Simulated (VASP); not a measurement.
From VASP inputs to Ansatz: GaAs (strained zincblende)

INCAR

```
LWAVE = .FALSE.
LCHARG = .TRUE.
PREC = Accurate
ISMEAR = -1
LASPH = .TRUE.
LELF = .TRUE.
SIGMA = 0.02
NBANDS = 16
ENCUT = 520
NSW = 0
GGA = PE
LREAL = .FALSE.
ISIF = 2
EDIFF = 1E-7
NELM = 120
IBRION = -1
```

KPOINTS

```
KPOINTS created by Atomic Simulation Environment
0
Gamma
8 8 8
0 0 0
```

KPOINTS_OPT

```
special points
6
Reciprocal
0.0000000000 0.0000000000 0.0000000000 1
-0.5000000000 -0.5000000000 0.0000000000 1
-0.3750000000 -0.3750000000 0.2500000000 1
-0.3750000000 0.0000000000 0.3750000000 1
0.0000000000 0.0000000000 0.5000000000 1
-0.5000000000 -0.2500000000 0.2500000000 1
```

POSCAR

```
Ga As
 1.0000000000000000
     0.0000000000000000    2.8330850953000000    2.9464084990999999
     2.8330850953000000    0.0000000000000000    2.9464084990999999
     2.8330850953000000    2.8330850953000000    0.0000000000000000
 Ga  As
   1   1
Cartesian
  0.0000000000000000  0.0000000000000000  0.0000000000000000
  1.4165425476499998  1.4165425476499998  1.4732042495500000
```

VASP ran with the recommended PBE PAW datasets (18 valence electrons in the cell).

**Question.** Translate these files to an Ansatz input.

**Answer.** 

```yaml
crystal:
  lattice:
    - [0.0, 2.8330850953, 2.9464084991]
    - [2.8330850953, 0.0, 2.9464084991]
    - [2.8330850953, 2.8330850953, 0.0]
  atoms:
    - { symbol: Ga, position: [0.0, 0.0, 0.0] }
    - { symbol: As, position: [0.25, 0.25, 0.25] }
kpoints:
  mp_grid: { grid: [8, 8, 8] }
  band_path:
    path:
      - [0.0, 0.0, 0.0]
      - [-0.5, -0.5, 0.0]
      - [-0.375, -0.375, 0.25]
      - [-0.375, 0.0, 0.375]
      - [0.0, 0.0, 0.5]
      - [-0.5, -0.25, 0.25]
    npoints: 1
hamiltonian:
  xc: pbe
scf:
  occupations: { method: fermi_dirac, width: 0.02 }
  n_extra_bands: 4
output:
  forces: true
  stress: true
  eigenvalues: true
```

Other inputs would serve too.

|  | VASP | Ansatz |
| --- | --- | --- |
| gap between bands v and c | 0.09 eV | 0.09 eV |
| least direct gap | 0.09 eV | 0.09 eV |
| pressure | 0.3 GPa | 0.1 GPa |

Each program uses its own PAW datasets. VASP's cell holds 18 valence electrons and Ansatz's 28. Ansatz's stress includes a Pulay correction; VASP's doesn't.
